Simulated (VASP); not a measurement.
# C (P6_3/mmc) in VASP: a series of runs, part 2 of 2

VASP 6.6.1. Earlier steps stand in the parts before.

## Step 3: Relaxation of cell and atoms, PBE

This run uses another cell than the first one, of 10.28 Å³/atom, 1.204 times its volume.

Input file INCAR:

```
SYSTEM = C
ALGO = Normal ; EDIFF = 1E-6
EDIFFG = -0.01 ; ENCUT = 600
GGA = PE ; IBRION = 2
ISIF = 3 ; ISMEAR = 0
LASPH = .TRUE. ; LCHARG = .FALSE.
LREAL = .FALSE. ; LWAVE = .FALSE.
NELM = 80 ; NSW = 90
PREC = Accurate ; SIGMA = 0.03
```

Input file KPOINTS:

```
k-points
0
G
  12 12 4
  0 0 0
```

Input file POSCAR:

```
C
1.0
    2.4672912600      0.0000000000      0.0000000000
   -1.2336456300      2.1367369100      0.0000000000
    0.0000000000      0.0000000000      7.8030730000
C
4
Direct
    0.0000000000      0.0000000000      0.2500000000
    0.0000000000      0.0000000000      0.7500000000
    0.3333333300      0.6666666700      0.2500000000
    0.6666666700      0.3333333300      0.7500000000
```

Potentials or basis: VASP PAW PBE potentials, release 64 (C).

Run with:

```bash
$ cat potpaw_PBE.64/C/POTCAR > POTCAR
$ mpirun -np 1 vasp_std > vasp.out
```

OUTCAR:

```text
SYSTEM = C
   EDIFF = 1E-6
   EDIFFG = -0.01
   ENCUT = 600
   GGA = PE
   IBRION = 2
   ISIF = 3
   ISMEAR = 0
   LASPH = .TRUE.
   LREAL = .FALSE.
   NELM = 80
   NSW = 90
   PREC = Accurate

 ion  position               nearest neighbor table
   1  0.000  0.000  0.250-   3 1.42   3 1.42   3 1.42
   2  0.000  0.000  0.750-   4 1.42   4 1.42   4 1.42
   3  0.333  0.667  0.250-   1 1.42   1 1.42   1 1.42
   4  0.667  0.333  0.750-   2 1.42   2 1.42   2 1.42

  LATTYP: Found a hexagonal cell.
 ALAT       =     2.4672912600
 C/A-ratio  =     3.1626071581

  Lattice vectors:

 A1 = (   2.4672912600,   0.0000000000,   0.0000000000)
 A2 = (  -1.2336456300,   2.1367369100,   0.0000000000)
 A3 = (   0.0000000000,   0.0000000000,   7.8030730000)

Analysis of symmetry for initial positions (statically):
=====================================================================
 Subroutine PRICEL returns:
 Original cell was already a primitive cell.

 Routine SETGRP: Setting up the symmetry group for a
 hexagonal supercell.

 Subroutine GETGRP returns: Found 24 space group operations
 (whereof 12 operations were pure point group operations)
 out of a pool of 24 trial point group operations.

The static configuration has the point symmetry D_3d.
 The point group associated with its full space group is D_6h.

Analysis of symmetry for dynamics (positions and initial velocities):
=====================================================================
 Subroutine PRICEL returns:
 Original cell was already a primitive cell.

 Routine SETGRP: Setting up the symmetry group for a
 hexagonal supercell.

 Subroutine GETGRP returns: Found 24 space group operations
 (whereof 12 operations were pure point group operations)
 out of a pool of 24 trial point group operations.

The dynamic configuration has the point symmetry D_3d.
 The point group associated with its full space group is D_6h.

 Subroutine INISYM returns: Found 24 space group operations
 (whereof 12 operations are pure point group operations),
 and found     1 'primitive' translations

----------------------------------------------------------------------------------------

                                     Primitive cell

  volume of cell :      41.1374

  direct lattice vectors                    reciprocal lattice vectors
     2.467291260  0.000000000  0.000000000     0.405302777  0.234001668  0.000000000
    -1.233645630  2.136736910  0.000000000     0.000000000  0.468003335  0.000000000
     0.000000000  0.000000000  7.803073000     0.000000000  0.000000000  0.128154639

  length of vectors
     2.467291260  2.467291260  7.803073000     0.468003335  0.468003335  0.128154639

  position of ions in fractional coordinates (direct lattice)
     0.000000000  0.000000000  0.250000000
     0.000000000  0.000000000  0.750000000
     0.333333330  0.666666670  0.250000000
     0.666666670  0.333333330  0.750000000

  ion indices of the primitive-cell ions
   primitive index   ion index
                 1           1
                 2           2
                 3           3
                 4           4

[... 64 lines left out ...]
   ICHARG =      2    charge: 1-file 2-atom 10-const
   ISPIN  =      1    spin polarized calculation?
   LNONCOLLINEAR =      F non collinear calculations
   LSORBIT =      F    spin-orbit coupling
   LASPH  =      T    aspherical Exc in radial PAW
   ENCUT  =  600.0 eV  44.10 Ry    6.64 a.u.   4.93  4.93 15.58*2*pi/ulx,y,z
   NELM   =     80;   NELMIN=  2; NELMDL= -5     # of ELM steps
   EDIFF  = 0.1E-05   stopping-criterion for ELM
   LREAL  =      F    real-space projection
   EDIFFG = -.1E-01   stopping-criterion for IOM
   NSW    =     90    number of steps for IOM
   IBRION =      2    ionic relax: 0-MD 1-quasi-New 2-CG
   NFREE  =      1    steps in history (QN), initial steepest desc. (CG)
   ISIF   =      3    stress and relaxation
   ISYM   =      2    0-nonsym 1-usesym 2-fastsym
   POTIM  = 0.5000    time-step for ionic-motion
   TEBEG  =    0.0;   TEEND  =   0.0 temperature during run
   PSTRESS=    0.0 pullay stress
   NELECT =      16.0000    total number of electrons
   NUPDOWN=      -1.0000    fix difference up-down
   EMIN   =  10.00;   EMAX   =-10.00  energy-range for DOS
   EFERMI =   0.00;   METHOD = LEGACY
   ISMEAR =     0;   SIGMA  =   0.03  broadening in eV -4-tet -1-fermi 0-gaus
   EFERMI_NEDOS =   21; number of points for ismear=-14 and -15
   IALGO  =     38    algorithm
   IMIX   =      4    mixing-type and parameters
     AMIX     =   0.40;   BMIX     =  1.00
     AMIX_MAG =   1.60;   BMIX_MAG =  1.00
  volume/ion in A,a.u.               =      10.28        69.40
  Fermi-wavevector in a.u.,A,eV,Ry     =   1.195003  2.258229 19.429568  1.428033
  Thomas-Fermi vector in A             =   2.330979
   LORBIT       =      0    0 simple, 1 ext, 2 COOP (PROOUT), +10 PAW based schemes
   GGA     = PE    functional components
   LHFCALC =     F    Hartree Fock is set to
   AEXX    =    0.0000 exact exchange contribution
   IVDW    =     0    specifies the selected vdW correction
   LEPSILON=     F    determine dielectric tensor
   LRPA    =     F    only Hartree local field effects (RPA)
 conjugate gradient relaxation of ions
 non-spin polarized calculation
 Gauss-broadening in eV      SIGMA  =   0.03
  energy-cutoff  :      600.00
  volume of cell :       41.14
 maximum number of plane-waves:      1407
 NGX is ok and might be reduce to    20
   NGX =  9   NGY =  9   NGZ = 31

--------------------------------------- Ionic step        1  -------------------------------------------

 number of electron      16.0000001 magnetization

 Free energy of the ion-electron system (eV)
  ---------------------------------------------------
  ext. energy  EPLUGINS =         0.00000000
  ---------------------------------------------------
  free energy    TOTEN  =       -36.90065455 eV

  energy without entropy =      -36.90006849  energy(sigma->0) =      -36.90036152

------------------------ aborting loop because EDIFF is reached ----------------------------------------

  FORCE on cell =-STRESS in cart. coord.  units (eV):
  Direction    XX          YY          ZZ          XY          YZ          ZX
  --------------------------------------------------------------------------------------
  -------------------------------------------------------------------------------------
  Total       -0.0445856     -0.0445856      0.0323899      0.0000000     -0.0000000      0.0000000
  in kB       -1.7364712     -1.7364712      1.2614878      0.0000000     -0.0000000      0.0000000
  external PRESSURE =      -0.7371515 kB  Pullay stress =       0.0000000 kB
[... 63 lines left out ...]
--------------------------------------- Ionic step        3  -------------------------------------------

 number of electron      16.0000001 magnetization

 Free energy of the ion-electron system (eV)
  ---------------------------------------------------
  ext. energy  EPLUGINS =         0.00000000
  ---------------------------------------------------
  free energy    TOTEN  =       -36.90066681 eV

  energy without entropy =      -36.90008074  energy(sigma->0) =      -36.90037378

 E-fermi :   3.4346     XC(G=0):  -9.2921

 val. band max:        3.4335818569   @ k =   0.3333   0.3333   0.5000
 cond. band min:       3.4349158880   @ k =   0.3333   0.3333   0.2500
 fundamental gap:      0.0013340310
 Fermi energy:         3.4346418829

 k-point     1 :       0.0000    0.0000    0.0000
  band No.  band energies     occupation
      1     -16.1138      2.00000
      2     -16.0301      2.00000
      3      -4.5786      2.00000
      4      -3.7294      2.00000
      5       0.3951      2.00000
      6       0.3951      2.00000
      7       0.3985      2.00000
      8       0.3985      2.00000
      9       6.8224      0.00000
     10      11.0361      0.00000
     11      11.7365      0.00000
     12      11.7470      0.00000
[... 331 lines left out ...]
 k-point    24 :       0.3333    0.0000    0.2500
  band No.  band energies     occupation
      1     -13.5136      2.00000
      2     -13.4651      2.00000
      3      -6.2030      2.00000
      4      -6.1800      2.00000
      5      -2.3467      2.00000
      6      -2.3392      2.00000
      7      -1.4303      2.00000
      8      -0.9274      2.00000
      9       8.2176      0.00000
     10       8.4657      0.00000
     11      10.5506      0.00000
     12      11.0907      0.00000

 [... further k-points ...]

------------------------ aborting loop because EDIFF is reached ----------------------------------------

  FORCE on cell =-STRESS in cart. coord.  units (eV):
  Direction    XX          YY          ZZ          XY          YZ          ZX
  --------------------------------------------------------------------------------------
  -------------------------------------------------------------------------------------
  Total        0.0129875      0.0129875      0.0241102      0.0000000     -0.0000000      0.0000000
  in kB        0.5059547      0.5059547      0.9392607      0.0000000     -0.0000000      0.0000000
  external PRESSURE =       0.6503900 kB  Pullay stress =       0.0000000 kB
[... 19 lines left out ...]
  FREE ENERGIE OF THE ION-ELECTRON SYSTEM (eV)
  ---------------------------------------------------
  free  energy   TOTEN  =       -36.9006668085 eV

  energy  without entropy=      -36.9000807415  energy(sigma->0) =      -36.90037378

 reached required accuracy - stopping structural energy minimisation
```

OSZICAR:

```text
N       E                     dE             d eps       ncg     rms          rms(c)
DAV:   1     0.634815201267E+02    0.63482E+02   -0.88097E+03  1368   0.135E+03
DAV:   2    -0.341212983231E+02   -0.97603E+02   -0.88148E+02  2028   0.243E+02
[... 15 lines left out ...]
   2 F= -.36900635E+02 E0= -.36900342E+02  d E =0.193522E-04
       N       E                     dE             d eps       ncg     rms          rms(c)
DAV:   1    -0.369006871850E+02   -0.51824E-04   -0.11105E-03  1416   0.308E-01    0.199E-02
DAV:   2    -0.369006745149E+02    0.12670E-04   -0.19647E-05  1672   0.362E-02    0.129E-02
DAV:   3    -0.369006667484E+02    0.77665E-05   -0.17709E-05  1656   0.297E-02    0.225E-03
DAV:   4    -0.369006668085E+02   -0.60113E-07   -0.59851E-07  1024   0.618E-03
   3 F= -.36900667E+02 E0= -.36900374E+02  d E =-.122606E-04
```

Wall time 54 s (1 thread of Intel Xeon Platinum 8559C (Emerald Rapids), shared host); peak memory 0.16 GiB.

What came out:

* Free energy: -36.9007 eV
* Relaxed volume: 10.28 Å³/atom
* Relaxed cell: a = 2.467 Å, b = 2.467 Å, c = 7.804 Å, α = 90.00°, β = 90.00°, γ = 120.00°
* Space group after relaxing (to 0.05 Å): P6_3/mmc (No. 194)
* Energy gained by relaxing: 0.0 meV/atom
* Ionic steps: 3
* Pressure after relaxing: 0.1 GPa
* Band gap on the k mesh: none (metal or under the smearing width)

Final structure:
```yaml
crystal:
  lattice:
    - [2.46679, 0.00000, 0.00000]
    - [-1.23339, 2.13630, 0.00000]
    - [0.00000, 0.00000, 7.80423]
  atoms:
    - { symbol: C, position: [0.00000, 0.00000, 0.25000] }
    - { symbol: C, position: [0.00000, 0.00000, 0.75000] }
    - { symbol: C, position: [0.33333, 0.66667, 0.25000] }
    - { symbol: C, position: [0.66667, 0.33333, 0.75000] }
```

Caveat: this functional lacks dispersion, which binds the layers, so the pressure and a relaxed spacing across them are unreliable.

## Step 4: Relaxation of cell and atoms, PBE

This run uses another cell than the first one, of 10.28 Å³/atom, 1.203 times its volume.

INCAR: that of step 3 with these lines changed.

```diff
@@ -1,4 +1,4 @@
 SYSTEM = C
-ALGO = Normal ; EDIFF = 1E-6
-EDIFFG = -0.01 ; ENCUT = 600
+ALGO = Normal ; EDIFF = 1E-7
+EDIFFG = -0.005 ; ENCUT = 600
 GGA = PE ; IBRION = 2
```

KPOINTS is that of step 3.

Input file POSCAR:

```
C                                       
1.0
    2.4667893595      0.0000000000      0.0000000000
   -1.2333946798      2.1363022514      0.0000000000
    0.0000000000     -0.0000000000      7.8042261301
  C             
     4
Direct
     0.0000000000000000    0.0000000000000000    0.2500000000000000
     0.0000000000000000    0.0000000000000000    0.7500000000000000
     0.3333333300000021    0.6666666699999979    0.2500000000000000
     0.6666666699999979    0.3333333300000021    0.7500000000000000
```

Run with:

```bash
$ cat potpaw_PBE.64/C/POTCAR > POTCAR
$ mpirun -np 1 vasp_std > vasp.out
```

It took 74 s on 1 thread of Intel Xeon Platinum 8559C (Emerald Rapids), shared host; peak memory 0.16 GiB.

Results (log left out):

- Free energy: -36.9007 eV
- Relaxed volume: 10.30 Å³/atom
- Relaxed cell: a = 2.467 Å, b = 2.467 Å, c = 7.819 Å, α = 90.00°, β = 90.00°, γ = 120.00°
- Space group after relaxing (to 0.05 Å): P6_3/mmc (No. 194)
- Energy gained by relaxing: 0.0 meV/atom
- Ionic steps: 6
- Pressure after relaxing: 0.0 GPa
- Band gap on the k mesh: none (metal or under the smearing width)

Final structure:
```
CELL_PARAMETERS angstrom
2.46701 0.00000 0.00000
-1.23351 2.13649 0.00000
0.00000 0.00000 7.81904
ATOMIC_POSITIONS crystal
C 0.00000 0.00000 0.25000
C 0.00000 0.00000 0.75000
C 0.33333 0.66667 0.25000
C 0.66667 0.33333 0.75000
```

Levels at points of the mesh, in eV from the Fermi level:
| k point | band 5 | band 6 | band 7 | band 8 | band 9 | band 10 | band 11 | band 12 |
| --- | --- | --- | --- | --- | --- | --- | --- | --- |
| (0.00, 0.00, 0.00) | -3.04 | -3.04 | -3.04 | -3.04 | 3.38 | 7.57 | 8.30 | 8.31 |
| (0.50, 0.00, 0.00) | -6.42 | -6.41 | -2.50 | -2.23 | 1.54 | 1.88 | 7.30 | 7.42 |
| (0.00, 0.00, 0.50) | -3.04 | -3.04 | -3.04 | -3.04 | 5.03 | 5.03 | 8.31 | 8.31 |
| (0.50, 0.00, 0.50) | -6.41 | -6.41 | -2.36 | -2.36 | 1.67 | 1.67 | 7.36 | 7.36 |

Caveat: this functional lacks dispersion, which binds the layers, so the pressure and a relaxed spacing across them are unreliable.
